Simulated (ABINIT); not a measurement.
# HfN (Fm-3m) in ABINIT: single point with HSE06

Aim: the single point of HfN with HSE06.

Program: ABINIT 10.8.3 (patched build). These are calculated values, not measurements. Logs are shortened: lines on timing, memory, paths and dates and some standing lists are left out, and cuts for length are marked. The log counts tension as positive stress, the text compression.

## 1. The structure

Symmetry: Fm-3m, No. 225, cubic system. The conventional cell has a = 4.512 Å, b = 4.512 Å, c = 4.512 Å, α = 90.00°, β = 90.00°, γ = 90.00°. Hf (site symmetry m-3m) has 6 N at 2.26 Å as nearest neighbours. N (site symmetry m-3m) is surrounded by 6 Hf at 2.26 Å.

## 2. Single point, HSE06

run.abi

```
# Pseudopotentials
pp_dirpath "./"
pseudos "Hf.upf, N.upf"

# Structure
acell 3*1.0
rprim
     0.0000000000     4.2632221372     4.2632221372
     4.2632221372     0.0000000000     4.2632221372
     4.2632221372     4.2632221372     0.0000000000
ntypat 2
znucl 72 7
natom 2
typat 1 2
xcart
     0.0000000000     0.0000000000     0.0000000000
     2.2560000000     2.2560000000     2.2560000000 Angstrom

# Plane-wave basis
ecut 36.0

# k points
kptopt 1
ngkpt 6 6 6
nshiftk 1
shiftk 0.0 0.0 0.0

# Exchange and correlation
ixc -428
fockdownsampling 2 2 2

# Bands and occupations
nband 13
occopt 3
tsmear 0.05 eV

# SCF cycle
nstep 60
toldfe 1.0e-7

# Output
iomode 3
prtwf 0
prtden 0
prteig 0
prtebands 0
```

Potentials or basis: PseudoDojo NC SR PBE v0.4.1 standard.

Launch:

```
mpirun --bind-to none -np 4 abinit run.abi > log 2>&1
```

run.abo:

```text
.Version 10.8.3 of ABINIT
 Symmetries : space group Fm -3 m (#225); Bravais cF (face-center cubic)
================================================================================
 Values of the parameters that define the memory need of the present run
     intxc =       0    ionmov =       0      iscf =       7    lmnmax =       8
     lnmax =       8     mgfft =      36  mpssoang =       4    mqgrid =    3001
     natom =       2  nloc_mem =       1    nspden =       1   nspinor =       1
    nsppol =       1      nsym =      48    n1xccc =    2501    ntypat =       2
    occopt =       3   xclevel =       2
       mpw =        1639          nfft =       46656          nkpt =          16
================================================================================
================================================================================

--------------------------------------------------------------------------------
------------- Echo of variables that govern the present computation ------------
--------------------------------------------------------------------------------
 -outvars: echo values of preprocessed input variables --------
            acell      1.0000000000E+00  1.0000000000E+00  1.0000000000E+00 Bohr
              amu      1.78490000E+02  1.40067400E+01
             ecut      3.60000000E+01 Hartree
 fockdownsampling           2       2       2
              ixc        -428
         kptrlatt        6    0    0      0    6    0      0    0    6
          kptrlen      3.61746394E+01
            natom           2
            nband          13
          nbandhf          13
            ngfft          36      36      36
             nkpt          16
           nkpthf          27
            nstep          60
             nsym          48
           ntypat           2
           occopt           3
        optforces           0
        optstress           0
           prtden           0
        prtebands           0
           prteig           0
            prtwf           0
            rprim      0.0000000000E+00  4.2632221372E+00  4.2632221372E+00
                       4.2632221372E+00  0.0000000000E+00  4.2632221372E+00
                       4.2632221372E+00  4.2632221372E+00  0.0000000000E+00
          spgroup         225
           toldfe      1.00000000E-07 Hartree
           tsmear      1.83746611E-03 Hartree
            typat      1  2
          usefock           1
           xangst      0.0000000000E+00  0.0000000000E+00  0.0000000000E+00
                       2.2559999985E+00  2.2559999985E+00  2.2559999985E+00
            xcart      0.0000000000E+00  0.0000000000E+00  0.0000000000E+00
                       4.2632221372E+00  4.2632221372E+00  4.2632221372E+00
             xred      0.0000000000E+00  0.0000000000E+00  0.0000000000E+00
                       5.0000000000E-01  5.0000000000E-01  5.0000000000E-01
            znucl       72.00000    7.00000

================================================================================

 chkinp: Checking input parameters for consistency.

================================================================================
== DATASET  1 ==================================================================

--- !DatasetInfo
iteration_state: {dtset: 1, }
dimensions: {natom: 2, nkpt: 16, mband: 13, nsppol: 1, nspinor: 1, nspden: 1, mpw: 1639, }
cutoff_energies: {ecut:  36.0, pawecutdg:  -1.0, }
electrons: {nelect:   1.70000000E+01, charge:   0.00000000E+00, occopt:   3.00000000E+00, tsmear:   1.83746611E-03, }
meta: {optdriver: 0, ionmov: 0, optcell: 0, iscf: 7, paral_kgb: 0, }
...

 Real(R)+Recip(G) space primitive vectors, cartesian coordinates (Bohr,Bohr^-1):
 R(1)=  0.0000000  4.2632221  4.2632221  G(1)= -0.1172822  0.1172822  0.1172822
 R(2)=  4.2632221  0.0000000  4.2632221  G(2)=  0.1172822 -0.1172822  0.1172822
 R(3)=  4.2632221  4.2632221  0.0000000  G(3)=  0.1172822  0.1172822 -0.1172822
 Unit cell volume ucvol=  1.5496866E+02 bohr^3
 Angles (23,13,12)=  6.00000000E+01  6.00000000E+01  6.00000000E+01 degrees

 getcut: wavevector=  0.0000  0.0000  0.0000  ngfft=  36  36  36
         ecut(hartree)=     36.000   => boxcut(ratio)=   2.21072

 getcut : COMMENT -
  Note that boxcut > 2.2 ; recall that boxcut=Gcut(box)/Gcut(sphere) = 2
  is sufficient for exact treatment of convolution.
  Such a large boxcut is a waste : you could raise ecut
  e.g. ecut=   43.985430 Hartrees makes boxcut=2

--- Pseudopotential description ------------------------------------------------
- pspini: atom type   1  psp file is ./Hf.upf
12 -101130 3 -1 1656                          pspcod,pspxc,lmax,lloc,mmax
     nproj     2     2     2     2

- pspini: atom type   2  psp file is ./N.upf
12 -101130 1 -1 1058                          pspcod,pspxc,lmax,lloc,mmax
     nproj     2     2     0     0

   4.61619210E+02                                ecore*ucvol(ha*bohr**3)
--------------------------------------------------------------------------------

================================================================================

--- !BeginCycle
iteration_state: {dtset: 1, }
solver: {iscf: 7, nstep: 60, nline: 4, wfoptalg: 0, }
tolerances: {toldfe: 1.00E-07, }
...

     iter   Etot(hartree)      deltaE(h)  residm     vres2
 ETOT  1  -65.252182550922    -6.525E+01 1.457E-01 4.252E+02
 ETOT  2  -66.867641902116    -1.615E+00 9.943E-04 4.772E+01
 ETOT  3  -66.882700235163    -1.506E-02 1.436E-03 1.575E+00
 ETOT  4  -66.883350686551    -6.505E-04 1.233E-03 5.655E-02
 ETOT  5  -66.883410049050    -5.936E-05 1.126E-03 1.568E-02
 ETOT  6  -66.883414216799    -4.168E-06 2.921E-03 6.041E-03
 ETOT  7  -66.883412961380     1.255E-06 3.046E-03 1.065E-04
 ETOT  8  -66.883412323125     6.383E-07 1.868E-03 1.158E-04
 ETOT  9  -66.883412070216     2.529E-07 5.996E-04 1.050E-05
 ETOT 10  -66.883411910112     1.601E-07 2.643E-04 7.844E-07
 ETOT 11  -66.883411810527     9.959E-08 7.920E-05 1.562E-06
 ETOT 12  -66.883411758636     5.189E-08 3.215E-05 5.662E-07

 At SCF step   12, etot is converged :
  for the second time, diff in etot=  5.189E-08 < toldfe=  1.000E-07

--- !ResultsGS
iteration_state: {dtset: 1, }
comment   : Summary of ground state results
lattice_vectors:
- [  0.0000000,   4.2632221,   4.2632221, ]
- [  4.2632221,   0.0000000,   4.2632221, ]
- [  4.2632221,   4.2632221,   0.0000000, ]
lattice_lengths: [   6.02911,    6.02911,    6.02911, ]
lattice_angles: [ 60.000,  60.000,  60.000, ] # degrees, (23, 13, 12)
lattice_volume:   1.5496866E+02
convergence: {deltae:  5.189E-08, res2:  5.662E-07, residm:  3.215E-05, diffor:  0.000E+00, }
etotal    :  -6.68834118E+01
entropy   :   0.00000000E+00
fermie    :   5.36391307E-01
cartesian_stress_tensor: null
pressure_GPa: null
xred      :
- [  0.0000E+00,   0.0000E+00,   0.0000E+00, Hf]
- [  5.0000E-01,   5.0000E-01,   5.0000E-01,  N]
cartesian_forces: null
force_length_stats: {min: null, max: null, mean: null, }
...

 Integrated electronic density in atomic spheres:
 ------------------------------------------------
 Atom  Sphere_radius  Integrated_density
    1        2.00000          8.41194146
    2        2.00000          5.28337133
================================================================================

 ----iterations are completed or convergence reached----

 Mean square residual over all n,k,spin=   16.734E-08; max=  32.152E-06
 reduced coordinates (array xred) for    2 atoms
       0.000000000000      0.000000000000      0.000000000000
       0.500000000000      0.500000000000      0.500000000000

 cartesian coordinates (angstrom) at end:
    1      0.00000000000000     0.00000000000000     0.00000000000000
    2      2.25599999849293     2.25599999849293     2.25599999849293
 length scales=  1.000000000000  1.000000000000  1.000000000000 bohr
              =  0.529177210544  0.529177210544  0.529177210544 angstroms
 Fermi (or HOMO) energy (hartree) =   0.53639   Average Vxc (hartree)=  -0.39780
 Eigenvalues (hartree) for nkpt=  16  k points:
 kpt#   1, nband= 13, wtk=  0.00463, kpt=  0.0000  0.0000  0.0000 (reduced coord)
  -1.92601   -0.70517   -0.70517   -0.70517   -0.20872    0.38188    0.38188    0.38188
   0.51087    0.51087    0.51087    0.60920    0.61541
      occupation numbers for kpt#   1
   2.00000    2.00000    2.00000    2.00000    2.00000    2.00000    2.00000    2.00000
   2.00000    2.00000    2.00000    0.00000    0.00000
 prteigrs : prtvol=0 or 1, do not print more k-points.

--- !EnergyTerms
iteration_state     : {dtset: 1, }
comment             : Components of total free energy in Hartree
kinetic             :  2.16259895384142E+01
hartree             :  6.74729663372942E+00
xc                  : -1.56959668557205E+01
Ewald energy        : -5.31059376899904E+01
psp_core            :  2.97879071222115E+00
local_psp           : -2.95239822166983E+01
non_local_psp+x     :  9.04773352151580E-02
internal            : -6.68833325428293E+01
'-kT*entropy'       : -7.92158071806893E-05
total_energy        : -6.68834117586365E+01
...

--- !EnergyTermsDC
iteration_state     : {dtset: 1, }
comment             : '"Double-counting" decomposition of free energy'
band_energy         : -6.33153327680003E+00
Ewald energy        : -5.31059376899904E+01
psp_core            :  2.97879071222115E+00
xc_dc               : -1.04246612512116E+01
internal            : -6.68833415057809E+01
'-kT*entropy'       : -7.92158071806893E-05
total_energy_dc     : -6.68834207215881E+01
...

== END DATASET(S) ==============================================================
================================================================================

 -outvars: echo values of variables after computation  --------
            acell      1.0000000000E+00  1.0000000000E+00  1.0000000000E+00 Bohr
           etotal     -6.6883411759E+01
            fcart      9.9999999999E+99  9.9999999999E+99  9.9999999999E+99
                       9.9999999999E+99  9.9999999999E+99  9.9999999999E+99
            rprim      0.0000000000E+00  4.2632221372E+00  4.2632221372E+00
                       4.2632221372E+00  0.0000000000E+00  4.2632221372E+00
                       4.2632221372E+00  4.2632221372E+00  0.0000000000E+00
           strten      9.9999999999E+99  9.9999999999E+99  9.9999999999E+99
                       9.9999999999E+99  9.9999999999E+99  9.9999999999E+99
           xangst      0.0000000000E+00  0.0000000000E+00  0.0000000000E+00
                       2.2559999985E+00  2.2559999985E+00  2.2559999985E+00
             xred      0.0000000000E+00  0.0000000000E+00  0.0000000000E+00
                       5.0000000000E-01  5.0000000000E-01  5.0000000000E-01
 Calculation completed.
```

Wall time 7 min (4 MPI ranks of Arm Neoverse N1, shared host); peak memory 0.28 GiB.

What came out:

```
Free energy                                           : -1819.9904 eV
Band gap on the k mesh                                : none (metal or under the smearing width)
Valence electrons inside the program's atomic spheres : Hf 8.41; N 5.28
```

Caveat: the k mesh is coarse (spacing up to 0.40 Å⁻¹), so the values aren't converged, least of all with exact exchange; exact exchange is summed on a coarse mesh, which widens gaps by tenths of an eV; Libxc's HSE differs a little from that of other programs; the potentials were made for another functional, which shifts forces and pressure.
